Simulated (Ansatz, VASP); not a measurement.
## One calculation of C, two programs

POSCAR

```
C
1.0
    0.0000000000      2.2454041173      3.0042176949
    1.2963593117      0.0000000000      3.0042176949
    1.2963593117      2.2454041173      0.0000000000
C
2
Direct
    0.1666700000      0.8333300000      0.1666700000
    0.8333300000      0.1666700000      0.8333300000
```

INCAR.step1

```
SYSTEM = C
PREC = Accurate
ENCUT = 520
ISMEAR = 0
SIGMA = 0.05
LREAL = .FALSE.
LASPH = .TRUE.
NELM = 100
NBANDS = 11
GGA = PE
ALGO = Normal
EDIFF = 1E-4
LWAVE = .TRUE.
LCHARG = .FALSE.
```

File INCAR.step2:

```
SYSTEM = C
PREC = Accurate
ENCUT = 520
EDIFF = 1E-6
ISMEAR = 0
SIGMA = 0.05
LREAL = .FALSE.
LASPH = .TRUE.
NELM = 100
ALGO = Normal
ISIF = 2
LWAVE = .FALSE.
LCHARG = .FALSE.
METAGGA = R2SCAN
LMIXTAU = .TRUE.
NBANDS = 11
ISTART = 1
```

KPOINTS

```
Automatic mesh
0
G
  14 14 14
  0 0 0
```

Input for Ansatz:

```yaml
crystal:
  lattice:
    - [0.0, 2.2454041173, 3.0042176949]
    - [1.2963593117, 0.0, 3.0042176949]
    - [1.2963593117, 2.2454041173, 0.0]
  atoms:
    - { symbol: C, position: [0.16667, 0.83333, 0.16667] }
    - { symbol: C, position: [0.83333, 0.16667, 0.83333] }
basis:
  ecutwfc: 500
kpoints:
  mp_grid: { grid: [14, 14, 14] }
hamiltonian:
  xc: r2scan
scf:
  occupations: { method: gaussian, width: 0.05 }
output:
  forces: true
  stress: true
  eigenvalues: true
```

Alike in both runs: task single point; functional r2SCAN; k mesh 14 × 14 × 14; occupations gaussian, width 0.05 eV; no spin polarisation.

```csv
,VASP,Ansatz
version,VASP 6.6.1,Ansatz 0.2.0
potentials or method,"VASP PAW PBE potentials, release 64 (C)","scalar-relativistic, plane waves, PAW"
plane-wave cutoff (eV),520,500
valence electrons in the cell,8,8
```

|  | VASP | Ansatz | Ansatz less VASP |
| --- | --- | --- | --- |
| gap on the k mesh at the Fermi level (eV) | none | none | - |
| rms of the force components (eV/Å) | 0.010 | 0.010 | 0.0000 |

Atom by atom the forces differ by 0.000 eV/Å (rms over components). A gap of «none» marks a metal or a gap that the smearing closes. With one functional, cell and mesh, what is left measures potentials, basis and numerics.

Caveats: the PAW data sets were made with another functional, which shifts forces and pressure a little (VASP).
